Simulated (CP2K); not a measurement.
InP under changes of volume

One of the cells (25.167 Å³/atom); the others are scaled copies at fixed shape and fractional positions:

```
In P
1.0
     4.14435    0.00000    0.00000
     2.07218    3.58911    0.00000
     2.07218    1.19637    3.38385
In P
1 1
Direct
  0.00000 0.00000 0.00000
  0.75000 0.75000 0.75000
```

```yaml
Program: CP2K 2026.2
Functional: PBE
Potentials_or_basis: POTENTIAL_UZH In GTH-PBE-q13, P GTH-PBE-q5; TZVP-MOLOPT-PBE-GTH basis
Density_cutoff: 6123 eV
k_mesh: 8 × 8 × 8
Occupations: fermi-dirac, width 0.05 eV
Spin: no spin polarisation
```

```csv
volume (Å³/atom),energy over the lowest point (meV/atom),pressure (GPa),gap on the mesh (eV)
23.657,78.04,9.3,1.03
24.160,51.93,7.3,0.91
24.663,31.80,5.5,0.80
25.167,17.07,3.9,0.69
25.670,7.17,2.4,0.58
26.173,?,?,?
26.677,0.00,-0.1,0.37
```

Task: What does the run at 26.173 Å³/atom give?

Result: Energy over the lowest point 1.63 meV/atom; pressure 1.1 GPa; gap on the mesh 0.48 eV.

Worked out: A Birch-Murnaghan fit of order 3 (a polynomial in V^(-2/3)) to the other rows has its minimum at 26.65 Å³/atom with B0 = V·E''(V) = 60 GPa and B' = 4.6. It gives 1.63 meV/atom at 26.173 Å³/atom, against the run's 1.63, and -dE/dV = 1.1 GPa, against 1.1. A straight line through the other rows of the gap, of slope -5.48 eV per unit of ln V (its deformation potential), gives 0.47 eV, against the run's 0.48.

Energies are extrapolated to zero smearing.

Caveats: spin-orbit coupling is left out, which moves the levels of the heavy elements; the basis of atomic orbitals isn't converged, which shifts pressures, moduli and gaps.
